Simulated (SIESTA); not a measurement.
Sb under changes of volume

One of the cells (29.904 Å³/atom); the others are scaled copies at fixed shape and fractional positions:

```
Sb
1.0
     3.12240    0.00000    0.00000
     0.00000    4.34752    0.00000
    -0.03891    0.00000    4.40585
Sb
2
Direct
  0.01139 0.25000 0.24117
  0.98861 0.75000 0.75883
```

This isn't the form of Sb at room conditions, which is rhombohedral.

```yaml
Program: SIESTA 5.4.2
Functional: LDA
Potentials_or_basis: PseudoDojo 0.4 standard (LDA files)
Basis: DZP (energy shift 0.003 Ry; two zetas on semicore shells)
Grid_cutoff: 500 Ry
Energy_shift: 0.003 Ry
k_mesh: 9 × 6 × 6
Occupations: fermi-dirac, width 0.05 eV
Spin: no spin polarisation
```

| volume (Å³/atom) | energy over the lowest point (meV/atom) | pressure (GPa) | largest force (eV/Å) |
| --- | --- | --- | --- |
| 28.110 | 2.38 | 1.4 | 0.173 |
| 28.708 | 0.00 | 0.0 | 0.138 |
| 29.306 | 2.51 | -1.2 | 0.107 |
| 29.904 | ? | ? | ? |
| 30.502 | 20.09 | -3.3 | 0.056 |
| 31.100 | 34.24 | -4.2 | 0.040 |
| 31.698 | 51.54 | -5.0 | 0.037 |

**Question.** What does the run at 29.904 Å³/atom give?

**Answer.** Energy over the lowest point 9.34 meV/atom; pressure -2.4 GPa; largest force 0.079 eV/Å.

Worked out: A Birch-Murnaghan fit of order 3 (a polynomial in V^(-2/3)) to the other rows has its minimum at 28.69 Å³/atom with B0 = V·E''(V) = 63 GPa and B' = 4.5 at fixed shape and positions, which overstates the stiffness. It gives 9.35 meV/atom at 29.904 Å³/atom, against the run's 9.34, and -dE/dV = -2.4 GPa, against -2.4.

Energies are extrapolated to zero smearing.

Caveats: the basis of atomic orbitals isn't converged, which shifts pressures, moduli and gaps.
